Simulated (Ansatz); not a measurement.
Crystal: SnO2.

```
Sn O
1.0
     5.17526    0.00000    0.00000
     0.00000    5.17526    0.00000
     0.00000    0.00000    5.17526
Sn O
4 8
Direct
  0.00000 0.00000 0.00000
  0.50000 0.00000 0.50000
  0.50000 0.50000 0.00000
  0.00000 0.50000 0.50000
  0.66110 0.83890 0.16110
  0.83890 0.16110 0.66110
  0.16110 0.66110 0.83890
  0.33890 0.33890 0.33890
  0.66110 0.66110 0.66110
  0.83890 0.33890 0.16110
  0.16110 0.83890 0.33890
  0.33890 0.16110 0.83890
```

Measurements of this composition are mostly on another form, of space group No. 136.

Base run:

* Program: Ansatz 0.2.0
* Functional: LDA
* Potentials or basis: Ansatz PAW
* Cutoff: 420 eV
* Density cutoff: 1680 eV
* k mesh: 4 × 4 × 4
* Occupations: fermi-dirac, width 0.05 eV
* Spin: no spin polarisation

Its results: band gap on the k mesh 0.47 eV, indirect (least direct gap 0.53 eV); pressure -12.5 GPa; largest force 0.040 eV/Å.

Q: The run is repeated on the same cell with these changes: functional from LDA to r2SCAN; cutoff from 420 eV to 500 eV; density cutoff from 1680 eV to 2000 eV; k mesh from 4 × 4 × 4 to 5 × 5 × 5. What comes out?

A: Band gap on the k mesh 1.13 eV, indirect (least direct gap 1.18 eV); pressure -9.0 GPa; largest force 0.017 eV/Å.

Several settings changed at once, so the effect can't be laid on one alone.

Caveats: spin-orbit coupling is left out, which moves the levels of the heavy elements; the PAW data sets come from PBE, with cores solved anew for the run's functional, which leaves a small shift of forces and pressure.

Not every run made on this cell is shown here.
